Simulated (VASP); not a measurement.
# TaN (P-6m2) in VASP: notebook

The runs below take TaN through single point, with r2SCAN.

All numbers are computed with VASP 6.6.1; they aren't measurements. Logs are shortened: lines on timing, memory, paths and dates and some standing lists are left out, and cuts for length are marked.

## 1. The structure

It takes space group P-6m2 (No. 187, hexagonal). Conventional cell: a = 2.936 Å, b = 2.936 Å, c = 2.885 Å, α = 90.00°, β = 90.00°, γ = 120.00°. Around Ta (site symmetry -6m2) lie 6 N at 2.23 Å. Around N (site symmetry -6m2) lie 6 Ta at 2.23 Å.

## 2. Single point, r2SCAN

POSCAR

```
TaN
1.0
    2.9361544246      0.0000000000      0.0000000000
   -1.4680772123      2.5427843212      0.0000000000
    0.0000000000      0.0000000000      2.8846187296
Ta N
1 1
Direct
    0.3333333333      0.6666666667      0.5000000000
    0.0000000000      0.0000000000      0.0000000000
```

INCAR.step1

```
SYSTEM = TaN
  PREC = Accurate
  ENCUT = 520
  ISMEAR = 0
  SIGMA = 0.1
  LREAL = .FALSE.
  LASPH = .TRUE.
  NELM = 100
  NBANDS = 15
  GGA = PE
  ALGO = Normal
  EDIFF = 1E-4
  LWAVE = .TRUE.
  LCHARG = .FALSE.
```

INCAR.step2

```
SYSTEM = TaN
  PREC = Accurate
  ENCUT = 520
  EDIFF = 1E-6
  ISMEAR = 0
  SIGMA = 0.1
  LREAL = .FALSE.
  LASPH = .TRUE.
  NELM = 100
  ALGO = Normal
  ISIF = 2
  LWAVE = .FALSE.
  LCHARG = .FALSE.
  METAGGA = R2SCAN
  LMIXTAU = .TRUE.
  NBANDS = 15
  ISTART = 1
```

KPOINTS

```
regular mesh
0
G
  18 18 14
  0 0 0
```

Potentials or basis: VASP PAW PBE potentials, release 64 (Ta_pv, N).

The run is started by

```sh
$ cat potpaw_PBE.64/Ta_pv/POTCAR potpaw_PBE.64/N/POTCAR > POTCAR
$ cp INCAR.step1 INCAR
$ mpirun -np 1 vasp_std > vasp.out
$ cp INCAR.step2 INCAR
$ mpirun -np 1 vasp_std > vasp.out
```

OUTCAR:

```text
SYSTEM = TaN
   PREC = Accurate
   ENCUT = 520
   EDIFF = 1E-6
   ISMEAR = 0
   LREAL = .FALSE.
   LASPH = .TRUE.
   NELM = 100
   ISIF = 2
   METAGGA = R2SCAN
   ISTART = 1

 ion  position               nearest neighbor table
   1  0.333  0.667  0.500-   2 2.23   2 2.23   2 2.23   2 2.23   2 2.23   2 2.23
   2  0.000  0.000  0.000-   1 2.23   1 2.23   1 2.23   1 2.23   1 2.23   1 2.23

  LATTYP: Found a hexagonal cell.
 ALAT       =     2.9361544246
 C/A-ratio  =     0.9824478936

  Lattice vectors:

 A1 = (   2.9361544246,   0.0000000000,   0.0000000000)
 A2 = (  -1.4680772123,   2.5427843212,   0.0000000000)
 A3 = (   0.0000000000,   0.0000000000,   2.8846187296)

Analysis of symmetry for initial positions (statically):
=====================================================================
 Subroutine PRICEL returns:
 Original cell was already a primitive cell.

 Routine SETGRP: Setting up the symmetry group for a
 hexagonal supercell.

 Subroutine GETGRP returns: Found 12 space group operations
 (whereof 12 operations were pure point group operations)
 out of a pool of 24 trial point group operations.

The static configuration has the point symmetry D_3h.

Analysis of symmetry for dynamics (positions and initial velocities):
=====================================================================
 Subroutine PRICEL returns:
 Original cell was already a primitive cell.

 Routine SETGRP: Setting up the symmetry group for a
 hexagonal supercell.

 Subroutine GETGRP returns: Found 12 space group operations
 (whereof 12 operations were pure point group operations)
 out of a pool of 24 trial point group operations.

The dynamic configuration has the point symmetry D_3h.

 Subroutine INISYM returns: Found 12 space group operations
 (whereof 12 operations are pure point group operations),
 and found     1 'primitive' translations

----------------------------------------------------------------------------------------

                                     Primitive cell

  volume of cell :      21.5366

  direct lattice vectors                    reciprocal lattice vectors
     2.936154425  0.000000000  0.000000000     0.340581541  0.196634845  0.000000000
    -1.468077212  2.542784321  0.000000000     0.000000000  0.393269689  0.000000000
     0.000000000  0.000000000  2.884618730     0.000000000  0.000000000  0.346666265

  length of vectors
     2.936154425  2.936154425  2.884618730     0.393269689  0.393269689  0.346666265

  position of ions in fractional coordinates (direct lattice)
[... 92 lines left out ...]
   EMIN   =  10.00;   EMAX   =-10.00  energy-range for DOS
   EFERMI =   0.00;   METHOD = LEGACY
   ISMEAR =     0;   SIGMA  =   0.10  broadening in eV -4-tet -1-fermi 0-gaus
   EFERMI_NEDOS =   21; number of points for ismear=-14 and -15
   IALGO  =     38    algorithm
   IMIX   =      4    mixing-type and parameters
     AMIX     =   0.40;   BMIX     =  1.00
     AMIX_MAG =   1.60;   BMIX_MAG =  1.00
  volume/ion in A,a.u.               =      10.77        72.67
  Fermi-wavevector in a.u.,A,eV,Ry     =   1.482709  2.801913 29.911395  2.198426
  Thomas-Fermi vector in A             =   2.596461
   LORBIT       =      0    0 simple, 1 ext, 2 COOP (PROOUT), +10 PAW based schemes
   METAGGA = R2SCAN    functional components
   LHFCALC =     F    Hartree Fock is set to
   AEXX    =    0.0000 exact exchange contribution
   IVDW    =     0    specifies the selected vdW correction
   LEPSILON=     F    determine dielectric tensor
   LRPA    =     F    only Hartree local field effects (RPA)
 non-spin polarized calculation
 Gauss-broadening in eV      SIGMA  =   0.10
  energy-cutoff  :      520.00
  volume of cell :       21.54
 maximum number of plane-waves:       605
 NGX is ok and might be reduce to    24

 number of electron      16.0000001 magnetization

 Free energy of the ion-electron system (eV)
  ---------------------------------------------------
  ext. energy  EPLUGINS =         0.00000000
  ---------------------------------------------------
  free energy    TOTEN  =       -60.39552837 eV

  energy without entropy =      -60.39528142  energy(sigma->0) =      -60.39540489

 E-fermi :   8.2229     XC(G=0): -14.3525

 val. band max:        8.1919697445   @ k =   0.0000   0.0000   0.4286
 cond. band min:       8.2524088120   @ k =   0.0556  -0.0000   0.5000
 fundamental gap:      0.0604390675
 Fermi energy:         8.2229492586

 k-point     1 :       0.0000    0.0000    0.0000
  band No.  band energies     occupation
      1     -27.9165      2.00000
      2     -27.6519      2.00000
      3     -27.6519      2.00000
      4     -10.5873      2.00000
      5       3.4028      2.00000
      6       3.4028      2.00000
      7       3.8236      2.00000
      8       5.0713      2.00000
      9      10.7282      0.00000
     10      11.9758      0.00000
     11      11.9758      0.00000
     12      12.4559      0.00000
     13      12.4559      0.00000
     14      18.8333      0.00000
[... 401 lines left out ...]
      2     -27.9675      2.00000
      3     -27.7681      2.00000
      4      -8.2923      2.00000
      5      -0.1788      2.00000
      6       2.8161      2.00000
      7       3.7510      2.00000
      8       5.7972      2.00000
      9      10.7368      0.00000
     10      11.4052      0.00000
     11      12.9775      0.00000
     12      14.6130      0.00000
     13      17.2877      0.00000
     14      18.8281      0.00000
     15      21.1463      0.00000

 [... further k-points ...]

------------------------ aborting loop because EDIFF is reached ----------------------------------------

  FORCE on cell =-STRESS in cart. coord.  units (eV):
  Direction    XX          YY          ZZ          XY          YZ          ZX
  --------------------------------------------------------------------------------------
  -------------------------------------------------------------------------------------
  Total        0.2053947      0.2053947      0.2354093      0.0000000     -0.0000000      0.0000000
  in kB       15.2799854     15.2799854     17.5128737      0.0000000     -0.0000000      0.0000000
  external PRESSURE =      16.0242815 kB  Pullay stress =       0.0000000 kB

 VOLUME and BASIS-vectors are now :
 -----------------------------------------------------------------------------
  energy-cutoff  :      520.00
  volume of cell :       21.54
      direct lattice vectors                 reciprocal lattice vectors
     2.936154425  0.000000000  0.000000000     0.340581541  0.196634845  0.000000000
    -1.468077212  2.542784321  0.000000000     0.000000000  0.393269689  0.000000000
     0.000000000  0.000000000  2.884618730     0.000000000  0.000000000  0.346666265

 POSITION                                       TOTAL-FORCE (eV/Angst)
 -----------------------------------------------------------------------------------
     -0.00000      1.69519      1.44231        -0.000000      0.000000      0.000000
      0.00000      0.00000      0.00000         0.000000     -0.000000      0.000000
 -----------------------------------------------------------------------------------
    total drift:                                0.000001     -0.000000     -0.000000

  FREE ENERGIE OF THE ION-ELECTRON SYSTEM (eV)
  ---------------------------------------------------
  free  energy   TOTEN  =       -60.3955283721 eV

  energy  without entropy=      -60.3952814173  energy(sigma->0) =      -60.39540489
```

OUTCAR.step1:

```text
SYSTEM = TaN
   PREC = Accurate
   ENCUT = 520
   ISMEAR = 0
   LREAL = .FALSE.
   LASPH = .TRUE.
[... 656 lines left out ...]
     -0.00000      1.69519      1.44231        -0.000000     -0.000000      0.000000
      0.00000      0.00000      0.00000         0.000000      0.000000      0.000000
 -----------------------------------------------------------------------------------
    total drift:                                0.000000      0.000000     -0.000000

  FREE ENERGIE OF THE ION-ELECTRON SYSTEM (eV)
  ---------------------------------------------------
  free  energy   TOTEN  =       -22.4399417254 eV

  energy  without entropy=      -22.4396912237  energy(sigma->0) =      -22.43981647
```

It took 2 min on 1 thread of Intel Xeon 6975P-C (Granite Rapids), shared host; peak memory 0.22 GiB.

What came out:

```
Free energy            : -60.3955 eV
Pressure               : 1.6 GPa
Band gap on the k mesh : none (metal or under the smearing width)
```

Caveat: the PAW data sets were made with another functional, which shifts forces and pressure a little. Spin-orbit coupling is left out, which matters for the levels of Ta.

## 3. Single point, r2SCAN

POSCAR is that of step 2.

INCAR.step1

```
SYSTEM = TaN
PREC = Accurate
ENCUT = 520
ISMEAR = -5
SIGMA = 0.1
LREAL = .FALSE.
LASPH = .TRUE.
NELM = 100
LMAXMIX = 4
NBANDS = 15
GGA = PE
ALGO = Normal
EDIFF = 1E-4
LWAVE = .TRUE.
LCHARG = .FALSE.
```

INCAR.step2

```
SYSTEM = TaN
PREC = Accurate
ENCUT = 520
EDIFF = 1E-6
ISMEAR = 0
SIGMA = 0.1
LREAL = .FALSE.
LASPH = .TRUE.
NELM = 100
ALGO = Normal
ISIF = 2
LWAVE = .FALSE.
LCHARG = .FALSE.
LMAXMIX = 4
METAGGA = R2SCAN
LMIXTAU = .TRUE.
LORBIT = 10
NBANDS = 15
ISTART = 1
```

KPOINTS is that of step 2.

Potentials or basis: VASP PAW PBE potentials, release 64 (Ta_pv, N).

The run is started by

```sh
$ cat potpaw_PBE.64/Ta_pv/POTCAR potpaw_PBE.64/N/POTCAR > POTCAR
$ cp INCAR.step1 INCAR
$ mpirun -np 1 vasp_std > vasp.out
$ cp INCAR.step2 INCAR
$ mpirun -np 1 vasp_std > vasp.out
```

Run time: 6.4 min. Hardware: 1 thread of AMD EPYC 7R43 (Zen 3), shared host; peak memory 0.2 GiB.

The run converged. Its results:

```yaml
Free_energy: -60.3955 eV
Pressure: 1.6 GPa
Band_gap_on_the_k_mesh: none (metal or under the smearing width)
Valence_electrons_inside_the_program's_atomic_spheres: Ta 9.00; N 3.77
```

Stress tensor (GPa, compression positive):
```
1.53 0.00 0.00
0.00 1.53 0.00
0.00 0.00 1.75
```

Levels at points of the mesh, in eV from the Fermi level:
| k point | band 5 | band 6 | band 7 | band 8 | band 9 | band 10 | band 11 | band 12 |
| --- | --- | --- | --- | --- | --- | --- | --- | --- |
| (0.00, 0.00, 0.00) | -4.82 | -4.82 | -4.40 | -3.15 | 2.51 | 3.75 | 3.75 | 4.23 |
| (0.50, 0.00, 0.00) | -8.61 | -5.47 | -3.61 | -3.40 | 3.22 | 4.17 | 5.47 | 5.55 |
| (0.00, 0.00, 0.50) | -9.73 | -3.96 | -3.96 | -0.08 | -0.08 | 2.37 | 3.63 | 3.63 |
| (0.50, 0.00, 0.50) | -7.64 | -6.46 | -5.94 | -0.52 | 4.48 | 5.50 | 6.11 | 7.48 |

Caveat: the PAW data sets were made with another functional, which shifts forces and pressure a little. The run has no spin-orbit coupling, so splittings on Ta are missing.
